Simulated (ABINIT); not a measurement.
# How the form of the self-energy moves the gap of CaSe (Fm-3m), part 3 of 3

Wanted: the gap of CaSe (Fm-3m) under several approximations, with cost.

ABINIT 10.8.3; PBE and many-body steps on it, plane waves. Known limits of the many-body steps: not at the basis limit; exchange with frozen shells missing; no spin-orbit coupling; coarse k mesh.

So far. Step 10 (One-shot Hartree-Fock): Against G0W0 in ABINIT (4×4×4 mesh, 84 bands, screening to 152.4 eV, Godby-Needs plasmon pole), the gap moves by +6.202 eV. Step 12 (G0W0, contour deformation): Against G0W0 in ABINIT (4×4×4 mesh, 84 bands, screening to 152.4 eV, Godby-Needs plasmon pole), the gap moves by −0.058 eV.

The database entry behind the starting cell differs from later determinations by our own check (0.1 to 0.3 % short, probably kX units), so it need not match the best structure at ambient conditions.

## Step 13: Screening, 4×4×4 mesh, 84 bands, screening to 152.4 eV

This step: RPA screening on PBE, plane waves, norm-conserving pseudopotentials.

run.abi

```
acell 3*1.0 Angstrom
rprim 
  -0.000000000000 2.956000000000 2.956000000000
  2.956000000000 -0.000000000000 2.956000000000
  2.956000000000 2.956000000000 -0.000000000000
ntypat 2
znucl 20 34
natom 2
typat 1 2
xred 
  0.000000000000 0.000000000000 0.000000000000
  0.500000000000 0.500000000000 0.500000000000
pp_dirpath "pseudos"
pseudos "Ca.upf, Se.upf"
ecut 39
ngkpt 4 4 4
nshiftk 1
shiftk 0 0 0
kptopt 1
chksymbreak 0
istwfk *1
occopt 1
irdwfk 1
optdriver 3
nband 84
ecuteps 5.6
inclvkb 2
awtr 1
symchi 1
gwcalctyp 1
nfreqre 0
nfreqim 16
indata_prefix "in"
outdata_prefix "out"
tmpdata_prefix "tmp"
```

On the command line:

```console
$ OMP_NUM_THREADS=1 mpirun -n 4 abinit run.abi > log
```

Numbers of over 12 decimals in the logs are rounded to 6 here.

Log:

```text
.Version 10.8.3 of ABINIT. v10.8.2 released Aug 2026.

 Symmetries : space group Fm -3 m (#225); Bravais cF (face-center cubic)
[... echo of the input left out ...]
== DATASET  1 ==================================================================
-   mpi_nproc: 4, omp_nthreads: 1 (-1 if OMP is not activated)

--- !DatasetInfo
iteration_state: {dtset: 1, }
dimensions: {natom: 2, nkpt: 8, mband: 84, nsppol: 1, nspinor: 1, nspden: 1, mpw: 4088, }
cutoff_energies: {ecut:  39.0, pawecutdg:  -1.0, }
[...]
No. of calculated frequencies >  15, stop printing
 For q-point:  0.000010 0.000020 0.000030
  dielectric constant =   5.8572
  dielectric constant without local fields =   6.8245

  Average fulfillment of the sum rule on Im[epsilon] for q-point    1 :     53.59  [%]
[... wings left out ...]
  q-point number  2        q = ( 0.250000, 0.000000, 0.000000) [r.l.u.]
--------------------------------------------------------------------------------
[... chi0 elements left out ...]
  [... further frequencies ...]

 No. of calculated frequencies >  15, stop printing
  Average fulfillment of the sum rule on Im[epsilon] for q-point    2 :     63.03  [%]

 [... 6 further q-points ...]
```

Wall time 2.4 min (4 MPI ranks of Arm Neoverse N1, shared host); peak memory 0.99 GiB; 9.6 min of CPU time.

This step gave:

* ε∞ with local fields, on this mesh, along the program's q direction: 5.857
* the same without local fields: 6.824
* plasma frequency: 26.34 eV
* plane waves in the screening matrix: 229

## Step 14: G0W0, analytic continuation

This step: G0W0 on PBE, plane waves, norm-conserving pseudopotentials.

Edit run.abi of step 13 so:

```diff
@@ -23,11 +23,18 @@
 irdwfk 1
-optdriver 3
+optdriver 4
 nband 84
+gwcalctyp 1
+ecutsigx 39
+symsigma 1
+nkptgw 2
+kptgw 
+  0.0000000000 0.0000000000 0.0000000000
+  0.5000000000 0.5000000000 0.0000000000
+bdgw 
+  11 17
+  12 15
 ecuteps 5.6
-inclvkb 2
-awtr 1
-symchi 1
-gwcalctyp 1
-nfreqre 0
-nfreqim 16
+irdscr 1
+nomegasi 12
+omegasimax 25 eV
 indata_prefix "in"
```

Log:

```text
.Version 10.8.3 of ABINIT. v10.8.2 released Aug 2026.

 Symmetries : space group Fm -3 m (#225); Bravais cF (face-center cubic)
[... echo of the input left out ...]
== DATASET  1 ==================================================================
-   mpi_nproc: 4, omp_nthreads: 1 (-1 if OMP is not activated)

--- !DatasetInfo
iteration_state: {dtset: 1, }
dimensions: {natom: 2, nkpt: 8, mband: 84, nsppol: 1, nspinor: 1, nspden: 1, mpw: 4088, }
cutoff_energies: {ecut:  39.0, pawecutdg:  -1.0, }
[...]
Band     E0 <VxcDFT>   SigX SigC(E0)      Z dSigC/dE  Sig(E)    E-E0       E
[...]
15   4.025 -14.979  -8.054  -4.310   0.786  -0.271 -12.959   2.020   6.044
       15   0.000   0.000   0.000  -0.050  -0.016  -0.026  -0.091  -0.091  -0.091

== END DATASET(S) ==============================================================
================================================================================

 -outvars: echo values of variables after computation  --------
           etotal      0.0000000000E+00
            nband          84
             nkpt           8
          spgroup         225
 [... the other variables as echoed above ...]

 Calculation completed.
```

Elapsed: 16 s, on 4 MPI ranks; peak memory 1.1 GiB.

Numbers from this step:

- G0W0 gap on the points computed: 4.173 eV
- starting gap on the mesh: 2.029 eV
- k of the valence top: 0, 0, 0
- k of the conduction bottom: 0.5, 0.5, 0
- least direct G0W0 gap on the computed points: 4.871 eV

Against G0W0 in ABINIT (4×4×4 mesh, 84 bands, screening to 152.4 eV, Godby-Needs plasmon pole), the gap moves by −0.115 eV.

## Step 15: Side by side

Times are wall times on 4 MPI ranks of Arm Neoverse N1, shared host, good to a factor of about two. A run's time includes the screening step that it read.

```csv
run,mesh,bands,screening cutoff (eV),DFT gap (eV),gap on the mesh (eV),direct (eV),ε∞ used,time
"G0W0, Godby-Needs plasmon pole",4×4×4,84,152.4,2.029,4.288,5.008,5.86,71 s
"G0W0, Hybertsen-Louie plasmon pole",4×4×4,84,152.4,2.029,4.343,4.914,5.86,70 s
"G0W0, von der Linden-Horsch plasmon pole",4×4×4,84,152.4,2.029,4.424,5.089,5.86,65 s
"G0W0, Engel-Farid plasmon pole",4×4×4,84,152.4,2.029,4.346,4.968,5.86,65 s
one-shot SEX,4×4×4,84,152.4,2.029,3.069,3.775,5.86,61 s
one-shot COHSEX,4×4×4,84,152.4,2.029,4.930,5.676,5.86,61 s
one-shot Hartree-Fock,4×4×4,-,-,2.029,10.490,11.052,-,5.7 s
"G0W0, contour deformation",4×4×4,84,152.4,2.029,4.230,4.913,5.94,1.7 min
"G0W0, analytic continuation",4×4×4,84,152.4,2.029,4.173,4.871,5.86,2.7 min
```

## Step 16: Summary of results

* G0W0, Godby-Needs plasmon pole: 4.288 eV
* G0W0, Hybertsen-Louie plasmon pole: 4.343 eV
* G0W0, von der Linden-Horsch plasmon pole: 4.424 eV
* G0W0, Engel-Farid plasmon pole: 4.346 eV
* one-shot SEX: 3.069 eV
* one-shot COHSEX: 4.930 eV
* one-shot Hartree-Fock: 10.490 eV
* G0W0, contour deformation: 4.230 eV
* G0W0, analytic continuation: 4.173 eV
* known limits: not at the basis limit; exchange with frozen shells missing; no spin-orbit coupling; coarse k mesh

In words: G0W0, Hybertsen-Louie plasmon pole: +0.055 eV against G0W0, Godby-Needs plasmon pole. G0W0, von der Linden-Horsch plasmon pole: +0.136 eV against G0W0, Godby-Needs plasmon pole. G0W0, Engel-Farid plasmon pole: +0.058 eV against G0W0, Godby-Needs plasmon pole. One-shot SEX: −1.219 eV against G0W0, Godby-Needs plasmon pole. One-shot COHSEX: +0.642 eV against G0W0, Godby-Needs plasmon pole. One-shot Hartree-Fock: +6.202 eV against G0W0, Godby-Needs plasmon pole. G0W0, contour deformation: −0.058 eV against G0W0, Godby-Needs plasmon pole. G0W0, analytic continuation: −0.115 eV against G0W0, Godby-Needs plasmon pole. Bare exchange alone opens the gap to 10.49 eV; against G0W0, correlation takes back 6.20 eV. Static COHSEX lies above G0W0: it lacks the factor Z and overstates the Coulomb hole of the filled states. Bands and cutoff are finite, so the gap is not at the basis limit. The miss can reach some tenths of an eV and take either sign; the mesh is an error of its own. In the G0W0 runs levels were corrected at 2 k points alone, so a gap called «on the mesh» is the least over those, and an edge elsewhere would be missed. The 4×4×4 mesh is coarse for this cell, which bears on the long-range parts of exchange and screening. The norm-conserving file of at least one element keeps a d shell over frozen s and p shells of the same row. Exchange with those shells is missing from the self-energy, an error of 0.3 to 0.9 eV in cases checked, whose sign depends on which edge lies on those atoms. The many-body steps are scalar-relativistic: spin-orbit coupling is not in them.

[Paths, hosts, dates, memory and timing lines, banners, echoed tables and standing remarks are left out of the program output.]

[Logs are printed without paths, hosts, clocks, repeated set-up lines and the standing remarks that a program may print on its own settings, such as how far it seeks lower states.]

[Runs of the session that timed out or met a known fault of the program may be left out.]

[Hosts, paths, dates, database ids (printed as entryN), source tags and the programs' standing remarks are cut or masked in the printed files.]

[G0W0 gaps are taken among the corrected bands and points alone; a level outside them can change the order at an edge.]

[Where Ansatz stands beside ABINIT at settings called matched, ABINIT's density can come from a denser mesh and the files from another edition; pairs whose starting gaps differed by over 0.03 eV were left out, so agreement reads better than it is.]
